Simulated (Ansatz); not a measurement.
Crystal: SnO2.

```
Sn O
1.0
    -3.24890    3.41447    3.41402
     3.24890   -3.41447    3.41402
     3.24890    3.41447   -3.41402
Sn O
4 8
Direct
  0.50000 0.00000 0.00000
  0.50000 0.50000 0.50000
  0.00360 0.75360 0.25000
  0.99640 0.24640 0.75000
  0.80650 0.80377 0.49728
  0.80650 0.30922 0.00272
  0.30244 0.24594 0.05649
  0.68944 0.24594 0.44350
  0.31056 0.75406 0.55649
  0.19350 0.69078 0.99728
  0.69756 0.75406 0.94351
  0.19350 0.19623 0.50272
```

The cell is a database's computed one.

| Property | Result |
| --- | --- |
| Program | Ansatz 0.2.0 |
| Task | relaxation of cell and atoms |
| Functional | LDA |
| Potentials or basis | Ansatz PAW |
| Cutoff | 420 eV (not typed: the program's choice for these potentials) |
| k mesh | 6 × 6 × 6 |
| Occupations | fermi-dirac, width 0.05 eV |
| Spin | no spin polarisation |

At the start: volume 12.62 Å³/atom.

**Question.** Where does the relaxation end?

**Answer.** It ends after 8 steps and the volume is 11.86 Å³/atom (-6.1 %); space group P4_2/mnm (No. 136, to 0.05 Å).

The path:
```
step  energy change (eV)  largest force (eV/Å)  volume (Å³)
   1              0.0000                0.1464       151.49
   2             -0.3939                0.0867       142.27
   3             -0.3933                0.0339       142.71
   4             -0.3947                0.0051       142.66
   5             -0.3948                0.0007       142.65
   6             -0.3477                0.0007       142.65
   7             -0.3506                0.0017       142.31
   8             -0.3486                0.0018       142.31
```

Final structure:
```
CELL_PARAMETERS angstrom
-3.19066 3.33921 3.33920
3.19066 -3.33921 3.33920
3.19066 3.33921 -3.33920
ATOMIC_POSITIONS crystal
Sn 0.50000 0.00000 0.00000
Sn 0.50000 0.50000 0.50000
Sn 0.00001 0.75001 0.25000
Sn 0.99999 0.24999 0.75000
O 0.80608 0.80608 0.49999
O 0.80608 0.30609 0.00001
O 0.30607 0.24998 0.05608
O 0.69390 0.24998 0.44392
O 0.30610 0.75002 0.55608
O 0.19392 0.69391 0.99999
O 0.69393 0.75002 0.94392
O 0.19392 0.19392 0.50001
```

Caveat: the plane-wave basis is chosen anew once the cell has moved, so the energies of steps on either side of that aren't comparable; the pressure holds a Pulay correction of +1.1 GPa for the finite cutoff; the PAW data sets come from PBE, with cores solved anew for the run's functional, which leaves a small shift of forces and pressure.
